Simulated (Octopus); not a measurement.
**InP under changes of volume**

One of the cells (25.167 Å³/atom); the others are scaled copies at fixed shape and fractional positions:

```
In P
1.0
     0.00000    2.93050    2.93050
     2.93050    0.00000    2.93050
     2.93050    2.93050    0.00000
In P
1 1
Direct
  0.00000 0.00000 0.00000
  0.75000 0.75000 0.75000
```

- Program: Octopus 16.4
- Functional: PBEsol
- Potentials or basis: pseudodojo_pbesol (PseudoDojo 0.4, PBEsol)
- Grid spacing: 0.143 Å
- k mesh: 8 × 8 × 8
- Occupations: fermi-dirac, width 0.05 eV
- Spin: no spin polarisation

| volume (Å³/atom) | energy over the lowest point (meV/atom) | gap on the mesh (eV) |
| --- | --- | --- |
| 23.657 | 44.66 | 0.94 |
| 24.160 | 26.87 | 0.83 |
| 24.663 | ? | ? |
| 25.167 | 5.62 | 0.61 |
| 25.670 | 0.64 | 0.51 |
| 26.173 | 0.00 | 0.40 |
| 26.677 | 3.22 | 0.30 |

Question: What does the run at 24.663 Å³/atom give?

Answer: Energy over the lowest point 14.05 meV/atom; gap on the mesh 0.72 eV.

Worked out: A Birch-Murnaghan fit of order 3 (a polynomial in V^(-2/3)) to the other rows has its minimum at 26.01 Å³/atom with B0 = V·E''(V) = 62 GPa (rough, since the energies scatter). It gives 14.04 meV/atom at 24.663 Å³/atom, against the run's 14.05. A straight line through the other rows of the gap, of slope -5.33 eV per unit of ln V (its deformation potential), gives 0.72 eV, against the run's 0.72.

Energies are extrapolated to zero smearing.

Caveats: spin-orbit coupling is left out, which moves the levels of the heavy elements.
